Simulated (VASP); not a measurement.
## From VASP inputs to Ansatz: PbSe (database structure)

INCAR

```
EDIFF = 1E-7
SIGMA = 0.02
ISIF = 2
LREAL = .FALSE.
LWAVE = .FALSE.
ENCUT = 520
NELM = 120
IBRION = -1
GGA = PE
LCHARG = .FALSE.
NBANDS = 28
NSW = 0
PREC = Accurate
LASPH = .TRUE.
ISMEAR = -1
```

KPOINTS

```
KPOINTS created by Atomic Simulation Environment
0
Gamma
6 6 6
0 0 0
```

KPOINTS_OPT

```
special points
11
Reciprocal
0.0000000000 0.0000000000 0.0000000000 1
0.4999998891 0.4999997783 -0.0000001109 1
0.7499998891 0.4999997783 0.2499998891 1
0.4999998891 -0.0000002217 -0.0000001109 1
0.5000000000 0.0000000000 0.5000000000 1
0.7223786608 -0.0000001972 0.2776211420 1
0.2776211175 -0.0000002462 -0.2776213637 1
0.4999998769 0.4447572725 -0.0552426044 1
0.9447574201 0.4447573215 0.4999999014 1
0.6779029286 -0.0000001578 0.3220969136 1
0.2916670000 0.0000000000 -0.2916670000 1
```

POSCAR

```
Pb Se
 1.0000000000000000
     0.0000000000000000    6.5386895737262005    3.0736697817837833
     3.0736711447714060    0.0000000000000000    3.0736697817837833
     3.0736711447714060    6.5386895737262005    0.0000000000000000
 Pb  Se
   2   2
Cartesian
  3.0736711447714060  1.8425918863722768  3.0215776383631114
  3.0736711447714060 11.2347872610801218  3.0215776383631114
  3.0736711447714060  8.4458780473226245  3.0212602262935881
  3.0736711447714056  4.6315011001297748  3.0212602262935877
```

VASP ran with the recommended PBE PAW datasets (40 valence electrons in the cell).

**Question.** Translate these files to an Ansatz input.

**Answer.** 

```yaml
crystal:
  lattice:
    - [0.0, 6.5386895737, 3.0736697818]
    - [3.0736711448, 0.0, 3.0736697818]
    - [3.0736711448, 6.5386895737, 0.0]
  atoms:
    - { symbol: Pb, position: [0.1324252385, 0.8506268956, 0.1493731044] }
    - { symbol: Pb, position: [0.8506268956, 0.1324252385, 0.8675747615] }
    - { symbol: Se, position: [0.6373131712, 0.3456356948, 0.6543643052] }
    - { symbol: Se, position: [0.3456356948, 0.6373131712, 0.3626868288] }
kpoints:
  mp_grid: { grid: [6, 6, 6] }
  band_path:
    path:
      - [0.0, 0.0, 0.0]
      - [0.4999998891, 0.4999997783, -1.109e-07]
      - [0.7499998891, 0.4999997783, 0.2499998891]
      - [0.4999998891, -2.217e-07, -1.109e-07]
      - [0.5, 0.0, 0.5]
      - [0.7223786608, -1.972e-07, 0.277621142]
      - [0.2776211175, -2.462e-07, -0.2776213637]
      - [0.4999998769, 0.4447572725, -0.0552426044]
      - [0.9447574201, 0.4447573215, 0.4999999014]
      - [0.6779029286, -1.578e-07, 0.3220969136]
      - [0.291667, 0.0, -0.291667]
    npoints: 1
hamiltonian:
  xc: pbe
scf:
  occupations: { method: fermi_dirac, width: 0.02 }
  n_extra_bands: 5
output:
  forces: true
  stress: true
  eigenvalues: true
```

Other inputs would serve too.

```json
{"": "gap between bands v and c", "VASP": "0.57 eV", "Ansatz": "0.57 eV"}
{"": "least direct gap", "VASP": "1.21 eV", "Ansatz": "1.22 eV"}
{"": "pressure", "VASP": "1.9 GPa", "Ansatz": "1.9 GPa"}
{"": "largest force", "VASP": "0.15 eV/Å", "Ansatz": "0.14 eV/Å"}
```

Datasets and cutoffs are each program's own. VASP's cell holds 40 valence electrons and Ansatz's 60. Ansatz's stress includes a Pulay correction; VASP's doesn't.
